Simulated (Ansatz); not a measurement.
A series in volume per atom on V

Equation of state of a cubic crystal from periodic Kohn-Sham density functional theory without spin; pressure corrected for the finite basis. The results are calculated, by Ansatz 0.2.0 development build.

Cell of the first row (space group Pm-3m, No. 221):
```
cell vectors (Å)
   2.3990     0.0000     0.0000
   0.0000     2.3990     0.0000
   0.0000     0.0000     2.3990
atoms (fractions of the cell vectors)
V   0.00000  0.00000  0.00000
```

Settings of every row: formula V; structure type simple cubic; functional PBE; spin treatment none; k mesh 22x22x22; occupation method fermi-dirac; occupation width 0.061225619 eV; wave cutoff 700 eV; datasets hard PAW; density cutoff ratio 4.

Limits: a cubic model structure, not a phase known at ambient conditions; modest k-mesh, values are not fully converged in k; the SCF threshold is loose for a stress in some rows.

```
row  volume per atom (Å³)  energy above lowest point (meV/atom)  pressure (GPa)
  1                13.807                                 24.06           9.408
  2                  14.1                                 10.09            5.89
  3                14.394                                  2.26           2.703
  4                14.688                                     0          -0.185
  5                14.982                                     ?               ?
  6                15.275                                 10.13          -5.174
  7                15.569                                 21.62          -7.323
```

Question: what energy above lowest point and pressure should row 5 give?

Worked fit of energy above lowest point. Take u = (V_r/V)^(2/3) − 1 with V_r = 14.541 Å³ an atom, which is twice the finite (Eulerian) strain; such expansions in the strain, on which the Birch-Murnaghan equation of state is built, carry the rest volume and the bulk modulus. The shown rows have u = 0.03513, 0.02074, 0.0068, -0.00668, -0.0323, -0.04452. Least squares give energy above lowest point = 0.464 + 165.8 × u + 14398.1 × u² meV/atom; a straight line predicts inner rows, each left out in turn, worse (root mean square 8.9 against 0.0048 meV/atom). The rows lie off it by 0.00, -0.01, 0.00, 0.00, 0.00, 0.00. Its lowest point lies at u = -0.0058, or V = 14.67 Å³ an atom, and the curvature there gives the bulk modulus at fixed shape and fractions, B = (4/9)(1 + u)² E″(u)/V = 138 GPa. The withheld row has u = -0.01972, so the fit gives 0.464 + 165.8 × (-0.01972) + 14398.1 × (-0.01972)² = 2.79 meV/atom.

The calculation gave 2.78 meV/atom. The fit lies 0.01 meV/atom (0.042 % of the column's range) above it, one unit of the last digit.

Worked fit of pressure. Take u = (V_r/V)^(2/3) − 1 with V_r = 14.541 Å³ an atom, which is twice the finite (Eulerian) strain; such expansions in the strain, on which the Birch-Murnaghan equation of state is built, carry the rest volume and the bulk modulus. The shown rows have u = 0.03513, 0.02074, 0.0068, -0.00668, -0.0323, -0.04452. Least squares give pressure = 1.2212 + 214.284 × u + 519.37 × u² + 395 × u³ GPa; a parabola predicts inner rows, each left out in turn, worse (root mean square 0.0082 against 0.0049 GPa). The rows lie off it by 0.001, -0.002, 0.001, 0.002, -0.002, 0.001. The pressure vanishes at u = -0.0058, or V = 14.67 Å³ an atom, and there the bulk modulus at fixed shape and fractions is B = −V dP/dV = (2/3)(1 + u) dP/du = 138 GPa. The withheld row has u = -0.01972, so the fit gives 1.2212 + 214.284 × (-0.01972) + 519.37 × (-0.01972)² + 395 × (-0.01972)³ = -2.806 GPa.

The calculation gave -2.803 GPa. The fit lies 0.003 GPa (0.018 % of the column's range) below it; its largest miss of a shown row is 0.002 GPa.
